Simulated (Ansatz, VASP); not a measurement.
## One calculation of KCl, two programs

```
K Cl
1.0
     3.63400    0.00000    0.00000
     0.00000    3.63400    0.00000
     0.00000    0.00000    3.56132
K Cl
1 1
Direct
  0.00000 0.00000 0.00000
  0.50000 0.50000 0.50000
```

Change from the starting cell: zz strain of -2 %, crystal datasets.

Alike in both runs: task electric field gradients; functional PBEsol; k mesh 7 × 7 × 7; occupations fermi-dirac, width 0.01 eV; no spin polarisation.

|  | VASP | Ansatz |
| --- | --- | --- |
| version | VASP 6.6.1 | Ansatz 0.2.0 |
| potentials or method | VASP PAW PBE potentials, release 64 (K_sv, Cl), cutoff 520 eV | all-electron PAW with datasets made for the crystal, scalar-relativistic |

Ansatz gave:

```
gap on the k mesh at the Fermi level (eV)                      : 5.42
pressure (GPa)                                                 : 3.0
largest component of the traceless stress (GPa)                : 0.71
Vzz of the field gradient on the site that differs most (V/Å²) : -5.4
```

Problem. What did VASP give for the same quantities?

Solution. gap on the k mesh at the Fermi level (eV): 5.42; pressure (GPa): 3.1; largest component of the traceless stress (GPa): 0.71; Vzz of the field gradient on the site that differs most (V/Å²): -5.3.

Ansatz ran all-electron here, so the differences hold the error of VASP's frozen core and of both bases.

Caveats: the PAW data sets were made with another functional, which shifts forces and pressure a little (VASP); an odd mesh through Γ misses points on the zone boundary, where band edges often lie.
